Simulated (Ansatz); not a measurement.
# FePt (Tetraferroplatinum) (P4/mmm) in Ansatz: notebook

The runs below take FePt (Tetraferroplatinum) through single point, with PBE.

All numbers are computed with Ansatz 0.2.0; they aren't measurements. Logs are shortened: lines on timing, memory, paths and dates and some standing lists are left out, and cuts for length are marked.

## Step 1: The structure

Symmetry: P4/mmm, No. 123, tetragonal system. The conventional cell has a = 2.724 Å, b = 2.724 Å, c = 3.720 Å, α = 90.00°, β = 90.00°, γ = 90.00°. Pt (site symmetry 4/mmm) has 8 Fe at 2.68 Å and 4 Pt at 2.72 Å as nearest neighbours. Fe (site symmetry 4/mmm) is surrounded by 8 Pt at 2.68 Å and 4 Fe at 2.72 Å.

## Step 2: Single point, PBE, collinear spin, ferromagnetic start

Input file input.yaml:

```yaml
crystal:
  lattice:
    - [2.7235, 0.0, 0.0]
    - [0.0, 2.7235, 0.0]
    - [0.0, 0.0, 3.72]
  atoms:
    - { symbol: Pt, position: [0.5, 0.5, 0.5] }
    - { symbol: Fe, position: [0.0, 0.0, 0.0], spin: 3.0 }
hamiltonian:
  xc: pbe
  pseudopotentials: { kind: paw }
magnetization:
  spin_polarized: true
kpoints:
  mp_grid: { grid: [10, 10, 7] }
scf:
  occupations: { method: gaussian, width: 0.013 }
output:
  forces: true
  stress: true
  eigenvalues: true
```

Potentials or basis: Ansatz PAW.

On the command line:

```bash
> ansatz run input.yaml --threads 2 --pin off --max-ram 5632MiB --backend cpu --events-out ev --progress --plain --runs-dir out
```

What it wrote:

```text
Warning: RAYON_NUM_THREADS=2 ignored (pool sized by the plan → 2); use --threads N
Engine: ansatz 0.2.0, x86_64-unknown-linux-gnu
Pseudopotentials: kind: paw
Pseudopotential: Pt, paw, valence charge 18, recommended cutoff 420 eV (normal), Pt.paw.azcp
Pseudopotential: Fe, paw, valence charge 16, recommended cutoff 420 eV (normal), Fe.paw.azcp
Functional definition: PBE
  parameter kappa = 0.804
  parameter beta = 0.06672455060314922
  exchange = pbe_x(kappa = kappa, mu = beta*pi^2/3)
  correlation = pbe_c(beta = beta)
Crystal: 2 atoms, lattice volume = 27.593 Å³
Basis set: ecut = 420 eV, 545 PW (Γ), exchange–correlation on 40×40×50 points (8 copies of the dense FFT grid, shifted against one another)
Bands: 23, of which v1, the nominal top of the filled ones, is band 17 counted from 1 (16 counted from 0)
Symmetry: 16 space group operations
Space group: P4/mmm (ITA 123), of the structure as read, at distance tolerance 3.0e-5 Å
Magnetic group: BNS 123.339 (UNI 999), of the structure as read, at distance tolerance 3.0e-5 Å
k-points: 84 of 700
Non-local potential: Pt, projectors of the file, l = 0: 3, l = 1: 2, l = 2: 2, l = 3: 1
Non-local potential: Fe, projectors of the file, l = 0: 3, l = 1: 2, l = 2: 3, l = 3: 1
PAW form: soft (Blöchl's): semilocal exchange-correlation on the pseudo side does not see the compensation charge
PAW one-centre angular grid: Pt, 590 points (default); XC on 64 Gauss nodes
PAW one-centre angular grid: Fe, 590 points (default); XC on 64 Gauss nodes
Initial density: superposition of atomic densities (chi_scale 0.1, normalization cell)
Starting moments: Σ|m| = 3 μB on 1 of 2 sites
Initial wavefunctions: pseudopotential atomic-orbital guess
Functional: x = pbe(κ = 0.804, μ = 0.2195149727645171), c = pbe(β = 0.06672455060314922)
SCF iter   1: F=—  HF=-17004.077095 eV  |F-HF|=—  |Δ(HF+E_count)|=         —  Δρ=6.97e-2 (↑4.14e-2 ↓6.97e-2)  dr2=4.53e0  dr2_m=7.49e-2  M=2.970 μB ∫|m|=3.041 μB  β_m=0.30  ethr=3.10e-3  ⟨swp⟩=5.0  Hψ=14825  notcnv=0
Mixer restart at iter 1: flushing history
preconditioner: auto → none  [metal: Δε(μ)=0.003 eV  Ē_g=9.234 eV  σ=0.013 eV  W_gap=0.12  n_scr=6 (ndim 8)  ℏωp=30.0 eV  f_vac=0.000  D(μ)=3.07/eV (n_scr^D=36)  sad-step TF]
SCF iter   2: F=—  HF=-17003.891009 eV  |F-HF|=—  |Δ(HF+E_count)|=   1.86e-1  Δρ=4.80e-2 (↑2.40e-2 ↓4.80e-2)  dr2=1.49e0  dr2_m=1.10e-1  M=3.161 μB ∫|m|=3.247 μB  β_m=0.51  ethr=3.10e-3  ⟨swp⟩=2.0  Hψ=6007  notcnv=0  defer=247
SCF iter   3: F=—  HF=-17003.923622 eV  |F-HF|=—  |Δ(HF+E_count)|=   3.26e-2  Δρ=1.18e-2 (↑1.18e-2 ↓1.02e-2)  dr2=1.65e-2  dr2_m=2.34e-2  M=3.271 μB ∫|m|=3.408 μB  β_m=0.63  ethr=3.10e-3  ⟨swp⟩=2.1  Hψ=6045  notcnv=0  defer=246
SCF iter   4: F=—  HF=-17003.956661 eV  |F-HF|=—  |Δ(HF+E_count)|=         —  Δρ=8.79e-3 (↑4.96e-3 ↓8.79e-3)  dr2=3.38e-2  dr2_m=2.87e-3  M=3.286 μB ∫|m|=3.445 μB  β_m=0.63  ethr=4.84e-5  ⟨swp⟩=3.1  Hψ=9154  notcnv=0  defer=243
Mixer restart at iter 4: flushing history
SCF iter   5: F=—  HF=-17003.971275 eV  |F-HF|=—  |Δ(HF+E_count)|=   1.46e-2  Δρ=1.22e-2 (↑1.22e-2 ↓1.12e-2)  dr2=1.34e-1  dr2_m=1.08e-3  M=3.261 μB ∫|m|=3.430 μB  β_m=0.37  ethr=4.84e-5  ⟨swp⟩=3.0  Hψ=8118  notcnv=0  defer=243  recentre
SCF iter   6: F=—  HF=-17003.952344 eV  |F-HF|=—  |Δ(HF+E_count)|=   1.89e-2  Δρ=3.04e-3 (↑1.89e-3 ↓3.04e-3)  dr2=1.39e-3  dr2_m=1.20e-3  M=3.283 μB ∫|m|=3.448 μB  β_m=0.68  ethr=4.84e-5  ⟨swp⟩=3.0  Hψ=9212  notcnv=0  defer=241
SCF iter   7: F=—  HF=-17003.953873 eV  |F-HF|=—  |Δ(HF+E_count)|=   1.53e-3  Δρ=1.42e-3 (↑1.42e-3 ↓9.48e-4)  dr2=1.19e-3  dr2_m=1.03e-4  M=3.274 μB ∫|m|=3.448 μB  β_m=0.54  ethr=4.10e-6  ⟨swp⟩=2.0  Hψ=6926  notcnv=0  defer=241
SCF iter   8: F=—  HF=-17003.953428 eV  |F-HF|=—  |Δ(HF+E_count)|=   4.45e-4  Δρ=1.80e-4 (↑1.80e-4 ↓1.42e-4)  dr2=6.83e-6  dr2_m=4.15e-6  M=3.278 μB ∫|m|=3.452 μB  β_m=0.62  ethr=3.50e-6  ⟨swp⟩=2.0  Hψ=6089  notcnv=0  defer=241
SCF iter   9: F=—  HF=-17003.953419 eV  |F-HF|=—  |Δ(HF+E_count)|=   9.18e-6  Δρ=1.45e-4 (↑7.05e-5 ↓1.45e-4)  dr2=3.55e-6  dr2_m=2.45e-6  M=3.276 μB ∫|m|=3.451 μB  β_m=0.81  ethr=2.01e-8  ⟨swp⟩=2.1  Hψ=6037  notcnv=0  defer=241
SCF iter  10: F=—  HF=-17003.953422 eV  |F-HF|=—  |Δ(HF+E_count)|=   3.02e-6  Δρ=5.19e-5 (↑4.30e-5 ↓5.19e-5)  dr2=5.75e-7  dr2_m=2.86e-7  M=3.275 μB ∫|m|=3.450 μB  β_m=0.76  ethr=1.04e-8  ⟨swp⟩=2.0  Hψ=5212  notcnv=0  defer=241
SCF iter  11: F=—  HF=-17003.953422 eV  |F-HF|=—  |Δ(HF+E_count)|=   2.03e-7  Δρ=2.14e-5 (↑2.14e-5 ↓6.83e-6)  dr2=1.25e-7  dr2_m=3.00e-8  M=3.274 μB ∫|m|=3.450 μB  β_m=0.77  ethr=1.69e-9  ⟨swp⟩=2.2  Hψ=6309  notcnv=0  defer=241
SCF iter  12: F=—  HF=-17003.953422 eV  |F-HF|=—  |Δ(HF+E_count)|=   1.85e-8  Δρ=6.74e-6 (↑6.74e-6 ↓5.49e-6)  dr2=3.91e-8  dr2_m=1.44e-9  M=3.274 μB ∫|m|=3.450 μB  β_m=0.85  ethr=3.67e-10  ⟨swp⟩=1.7  Hψ=4250  notcnv=0  defer=241
SCF iter  13: F=-17003.953422 eV  HF=-17003.953422 eV  |F-HF|=2.73e-9  |Δ(HF+E_count)|=   1.04e-9  Δρ=2.18e-6 (↑9.64e-7 ↓2.18e-6)  dr2=3.00e-9  dr2_m=1.92e-10  M=3.274 μB ∫|m|=3.450 μB  ethr=1.15e-10  ⟨swp⟩=5.4  Hψ=13986  notcnv=0
SCF 1 converged in 13 iterations: F = -17003.953422 eV  dr2 = 3.00e-9
SCF converged after 13 iterations
Magnetization: 3.2742 μB (18.6371 up, 15.3629 down)
Absolute magnetization: 3.4508 μB (∫|ρ↑−ρ↓|, with the PAW one-centre terms)
Spin contamination: 0.0860 ħ² per cell (⟨S²⟩ above its minimum at these occupations)
Per-site moments (μB) at R_I (Å): [(0.3880174677847022, 1.1044163581761326), (2.9517116969949506, 1.1044163581761326)]
Free energy (F): -17003.953422 eV
Harris-Foulkes:  -17003.953422 eV  (|F-HF|=2.73e-9)
Internal energy: -17003.953184 eV  (E = F + TS)
E sigma→0 (E₀):  -17003.953303 eV
Entropy (-TS):   -0.000238 eV (-0.119 meV/atom)
Fermi energy:    20.610551 eV
--- Per-component energies (eV) ---
  E_band       = -367.483948
  E_kinetic    = 984.484507
  E_local      = -3647.932072  (includes V_loc(G=0)·N_el)
  E_nonlocal   = 421.801956
  E_hartree    = 1459.117467
  E_xc         = -379.164091
  E_vxc        = -453.946892  (∫ρ·V_xc dr)
  E_paw        = -10822.087557  (= ΣΔE_a)
  E_vpaw       = -590.128844  (= ΣTr[D̂ρ^β])
  E_aug_tail   = 0.001044  (compensation charges beyond the density's cutoff)
  E_ewald      = -5020.174440
  E_smearing   = -0.000238  (= −TS)
  E_closure    = 0.000000  (closes the sum)
  Σ components = -17003.953422   (vs F -17003.953422, Δ=0.00e0)
--- Forces (eV/Å), atoms counted from 1 ---
  atom   1  Pt     0.00000000     0.00000000     0.00000000
  atom   2  Fe    -0.00000000    -0.00000000     0.00000000
  max |Σ_I F_I| component: 5.38e-29 eV/Å
--- Stress (GPa, compression-positive) ---
        3.162585       0.000000       0.000000
        0.000000       3.162585       0.000000
        0.000000       0.000000       3.709874
  P = ⅓ Tr σ = 3.3450 GPa (33.450 kbar)
--- Band table (eV; the first three rows and the last of 168) ---
  k-point 0 ↑: bands = ["-78.1039", "-68.2841", "-34.4932", "-34.1976", "-34.1976", "-32.3130", "-32.2174", "-32.2174", "10.9265", "14.1785", "14.3669", "17.1130", "17.1130", "17.6416", "18.4405", "18.6342", "20.0380", "20.1827", "20.1827", "22.8066", "30.2948", "32.1671", "32.1671"]
  k-point 1 ↑: bands = ["-78.1039", "-68.2841", "-34.4912", "-34.1971", "-34.1971", "-32.3172", "-32.2180", "-32.2180", "11.1793", "14.2892", "14.4402", "17.2158", "17.2158", "17.5286", "18.4837", "18.5132", "19.9453", "19.9453", "19.9859", "21.6519", "31.7388", "32.6947", "32.6947"]
  k-point 2 ↑: bands = ["-78.1038", "-68.2842", "-34.4867", "-34.1960", "-34.1960", "-32.3267", "-32.2192", "-32.2192", "11.8663", "14.5553", "14.6258", "17.2548", "17.5204", "17.5204", "18.2050", "18.5934", "19.3600", "19.3600", "19.6025", "19.8565", "34.1203", "34.1203", "34.4500"]
  k-point 83 ↓: bands = ["-77.8270", "-64.8722", "-32.1943", "-32.1943", "-31.9690", "-31.0472", "-31.0215", "-31.0215", "14.6047", "15.8555", "15.8555", "18.0937", "19.2690", "19.2690", "19.5746", "21.4418", "21.5025", "22.3398", "27.6388", "27.6388", "29.0693", "29.4144", "29.9581"]
```

Wall time 25 s (2 threads of Intel Xeon at 2.50GHz (Skylake/Cascade Lake), shared host); peak memory 0.41 GiB.

Results:

```
Free energy            : -17003.9534 eV
Pressure               : 3.3 GPa
Band gap on the k mesh : none (metal or under the smearing width)
Net moment             : 3.27 μB per cell
Absolute moment        : 3.45 μB per cell
Site moments           : Pt +0.39; Fe +2.95 μB
```

The run has no spin-orbit coupling, so splittings on Pt are missing.

## Step 3: Single point, PBE, collinear spin, ferromagnetic start

input.yaml, as its differences from that of step 2:

```diff
@@ -16,3 +16,3 @@
 scf:
-  occupations: { method: gaussian, width: 0.013 }
+  occupations: { method: gaussian, width: 0.014 }
 output:
```

Potentials or basis: Ansatz PAW.

On the command line:

```bash
> ansatz run input.yaml --threads 2 --pin off --max-ram 5632MiB --backend cpu --events-out ev --progress --plain --runs-dir out
```

It took 23 s on 2 threads of Intel Xeon at 2.50GHz (Skylake/Cascade Lake), shared host; peak memory 0.41 GiB.

The run converged. Its results:

| Quantity | Value |
| --- | --- |
| Free energy | -17003.9534 eV |
| Pressure | 3.3 GPa |
| Band gap on the k mesh | none (metal or under the smearing width) |
| Net moment | 3.27 μB per cell |
| Absolute moment | 3.45 μB per cell |
| Site moments | Pt +0.39; Fe +2.95 μB |

Stress tensor (GPa, compression positive):
```
3.17 0.00 0.00
0.00 3.17 0.00
0.00 0.00 3.70
```

Levels at points of the mesh, in eV from the Fermi level:
Spin up:
```tsv
k point	band 17	band 18	band 19	band 20	band 21	band 22
(0.00, 0.00, 0.00)	-0.57	-0.43	-0.43	2.20	9.68	11.56
(0.00, -0.50, 0.00)	-2.18	-1.69	0.10	1.97	10.38	10.51
(-0.50, -0.50, 0.00)	-0.50	0.50	1.52	1.52	7.55	9.91
```
Spin down:
```tsv
k point	band 13	band 14	band 15	band 16	band 17	band 18	band 19	band 20
(0.00, 0.00, 0.00)	-2.43	-0.84	-0.82	0.58	1.66	1.66	1.69	2.37
(0.00, -0.50, 0.00)	-2.53	-1.44	-1.23	-0.92	0.51	0.68	2.31	2.56
(-0.50, -0.50, 0.00)	0.89	1.22	1.65	1.65	1.66	1.73	1.74	1.74
```

Spin-orbit coupling is left out, which matters for the levels of Pt.
